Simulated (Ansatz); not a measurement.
Given:

```yaml
crystal:
  lattice:
    - [6.15093, 0.00000, 0.00000]
    - [0.00000, 6.15093, 0.00000]
    - [0.00000, 0.00000, 6.15093]
  atoms:
    - { symbol: Cs, position: [0.00000, 0.00000, 0.00000] }
    - { symbol: Pb, position: [0.50000, 0.50000, 0.50000] }
    - { symbol: I, position: [0.00000, 0.50000, 0.50000] }
    - { symbol: I, position: [0.50000, 0.50000, 0.00000] }
    - { symbol: I, position: [0.50000, 0.00000, 0.50000] }
```

No spin polarisation.

Computed with plane-wave PAW DFT at the r2SCAN level (Ansatz, an electronic-structure program, 500 eV), without spin-orbit coupling. Γ-centred 5×5×5 mesh, Fermi–Dirac width 0.05 eV.

What is the computed band gap?

1.38 eV.

Predict the pressure.

1.78 GPa.

With I and Pb present, leaving out spin-orbit coupling can change the band edges. The cells carry an imposed strain or load. Stability against distortions was not tested. The cell was made from CsPbI3 in the cubic perovskite structure (space group Pm-3m, No. 221) by this change: isotropic strain −2.87 %. Many cubic perovskites are stable only at high temperature; tilts and polar distortions were not tested. This is not the structure that CsPbI3 has at room temperature and ambient pressure.
